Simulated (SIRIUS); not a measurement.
Runs of SIRIUS 7.12.0 on TiO2 (Anatase). The structure is tetragonal, space group I4_1/amd (No. 141). The conventional cell has a = 3.784 Å, b = 3.784 Å, c = 9.515 Å, α = 90.00°, β = 90.00°, γ = 90.00°. Around Ti (site symmetry -4m2) lie 6 O at 1.93 to 1.98 Å. O (site symmetry 2mm) has 3 Ti at 1.93 to 1.98 Å as nearest neighbours. 

| task | level | potentials or basis | k mesh | cutoff (eV) | smearing | radial cutoff for the potentials' integrals | pseudo rcut | mesh quality | gap on the mesh (eV) | pressure (GPa) | largest force (eV/Å) |
| --- | --- | --- | --- | --- | --- | --- | --- | --- | --- | --- | --- |
| band structure | HTBS | in-house norm-conserving set, PBE (scalar relativistic) | 5 × 5 × 5 | 1254 | gaussian 0.2 eV | - | - | coarse | 2.13 | (d) | - |
| single point | LDA | PseudoDojo 0.4.1 PBE standard (scalar relativistic) | 4 × 4 × 4 | 1152 | fermi-dirac 0.05 eV | 6.5 bohr | 6.5 bohr | coarse | 2.12 | -5.7 | 0.09 |
| single point | PBEsol | PseudoDojo 0.4.1 PBEsol standard (scalar relativistic) | 10 × 10 × 10 | 1152 | fermi-dirac 0.05 eV | 6.5 bohr | 6.5 bohr | not flagged | (c) | (b) | 0.03 |
| single point | PBEsol | PseudoDojo 0.4.1 PBE standard (scalar relativistic) | 4 × 4 × 4 | 1152 | fermi-dirac 0.05 eV | 6.5 bohr | 6.5 bohr | coarse | 2.16 | -1.3 | (a) |

Alike in all rows: no spin polarisation; cell as given.

Question: Fill in the values left out.

Answer: (a) 0.02; (b) -1.5; (c) 2.11; (d) 1.2.

Caveats: some runs use coarse meshes; the potentials were made for another functional, which shifts forces and pressure (some runs).

A k mesh can miss the band edges.

Not every run made on this cell is shown here.
